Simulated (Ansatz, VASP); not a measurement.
TiO2: VASP beside Ansatz

INCAR

```
PREC = Accurate ; ENCUT = 520
EDIFF = 1E-7 ; ISMEAR = -1
SIGMA = 0.05 ; LREAL = F
LASPH = T ; NELM = 60
ALGO = Normal ; ISIF = 2
LWAVE = F ; LCHARG = F
GGA = PE ; NBANDS = 46
```

The input KPOINTS:

```
regular mesh
0
Gamma
  3 2 2
```

POSCAR

```
TiO2
1.0
    2.9682645463      0.0000000000      0.0000000000
    0.0002080834      4.7076067549      0.0000000000
    1.4835696211      0.2423534620      7.0834647979
Ti O
3 6
Direct
    0.0033718700      0.0003888100      0.0007031900
    0.3446402100      0.4802596500      0.3169598700
    0.6617081400      0.5204743600      0.6844963600
    0.4400381600      0.1854376900      0.1285388000
    0.7779263400      0.2977287500      0.4518780700
    0.1012362400      0.3089534200      0.8062432200
    0.9064972100      0.6918369900      0.1951715700
    0.2294071500      0.7030072800      0.5495147300
    0.5680256700      0.8153000600      0.8728271800
```

input.yaml

```yaml
crystal:
  lattice:
    - [2.9682645463, 0.0, 0.0]
    - [0.0002080834, 4.7076067549, 0.0]
    - [1.4835696211, 0.242353462, 7.0834647979]
  atoms:
    - { symbol: Ti, position: [0.00337187, 0.00038881, 0.00070319] }
    - { symbol: Ti, position: [0.34464021, 0.48025965, 0.31695987] }
    - { symbol: Ti, position: [0.66170814, 0.52047436, 0.68449636] }
    - { symbol: O, position: [0.44003816, 0.18543769, 0.1285388] }
    - { symbol: O, position: [0.77792634, 0.29772875, 0.45187807] }
    - { symbol: O, position: [0.10123624, 0.30895342, 0.80624322] }
    - { symbol: O, position: [0.90649721, 0.69183699, 0.19517157] }
    - { symbol: O, position: [0.22940715, 0.70300728, 0.54951473] }
    - { symbol: O, position: [0.56802567, 0.81530006, 0.87282718] }
hamiltonian:
  xc: pbe
  pseudopotentials: { kind: paw }
kpoints:
  mp_grid: { grid: [3, 2, 2] }
scf:
  occupations: { method: fermi_dirac, width: 0.05 }
output:
  forces: true
  stress: true
  eigenvalues: true
```

The cell comes from a database or a generator and needn't be the stable form of this composition.

Alike in both runs: task single point; functional PBE; k mesh 3 × 2 × 2; occupations fermi-dirac, width 0.05 eV; no spin polarisation.

|  | VASP | Ansatz |
| --- | --- | --- |
| version | VASP 6.6.1 | Ansatz 0.2.0 |
| potentials or method | VASP PAW PBE potentials, release 64 (Ti_sv, O) | Ansatz PAW |
| plane-wave cutoff (eV) | 520 | 420 |
| valence electrons in the cell | 72 | 72 |

```tsv
	VASP	Ansatz	Ansatz less VASP
gap on the k mesh at the Fermi level (eV)	2.28	2.30	+0.026
least direct gap on the mesh (eV)	2.28	2.30	+0.026
pressure (GPa)	4.4	3.7	-0.70
largest component of the traceless stress (GPa)	0.43	0.33	-0.104
rms of the force components (eV/Å)	0.051	0.038	-0.0127
```

Atom by atom the forces differ by 0.021 eV/Å (rms over components). The functional is the same, so the differences come from potentials, cutoffs and numerics.

Caveats: the k mesh is coarse (spacing up to 0.72 Å⁻¹), so the values aren't converged; an odd mesh through Γ misses points on the zone boundary, where band edges often lie (VASP); odd divisions of the mesh miss points on the zone boundary, where band edges often lie, so the gap on the mesh can be too wide (Ansatz); the pressure holds a Pulay correction of +0.7 GPa for the finite cutoff (Ansatz). A hybrid or GW would open this gap; PBE tends to underestimate it.
